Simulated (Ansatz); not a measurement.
## Equation of state of Li2Se under r2SCAN

Symmetry: Fm-3m, No. 225, cubic system. Conventional cell: a = 6.005 Å, b = 6.005 Å, c = 6.005 Å, α = 90.00°, β = 90.00°, γ = 90.00°. Se (site symmetry m-3m) has 8 Li at 2.60 Å as nearest neighbours. Li (site symmetry -43m) has 4 Se at 2.60 Å as nearest neighbours.

The cell was scaled at fixed shape and fractions and run with Ansatz, Ansatz PAW, cutoff 500 eV; r2SCAN, k mesh 8 × 8 × 8 on the cell of 3 atoms, fermi-dirac occupations of 0.05 eV, no spin polarisation, no spin-orbit coupling. The potentials were made for PBE. Energies are those that the program minimises, any entropy of the smearing included.

| V (Å³/atom) | energy over the lowest row (meV/atom) |
| --- | --- |
| 16.9623 | 5.298 |
| 17.3232 | 1.726 |
| 17.6841 | 0.018 |
| 18.0450 | 0.000 |
| 18.4059 | 1.511 |
| 18.7668 | ? |
| 19.1277 | 8.562 |

Task: Fit the third-order Birch-Murnaghan form, give V0, B0 and B′, and predict the energy left open.

Result: With y = (V0/V)^(2/3), E = E0 + (9 V0 B0/16) [(y - 1)³ B′ + (y - 1)² (6 - 4y)]. Least squares through the rows shown give V0 = 17.8672 Å³/atom, E0 = -0.192 meV, B0 = 35.27 GPa (1 eV/Å³ = 160.218 GPa) and B′ = 3.90, with a largest miss of 0.001 meV. At V = 18.7668 the form with these constants gives 4.408 meV; the run gave 4.409 meV an atom.
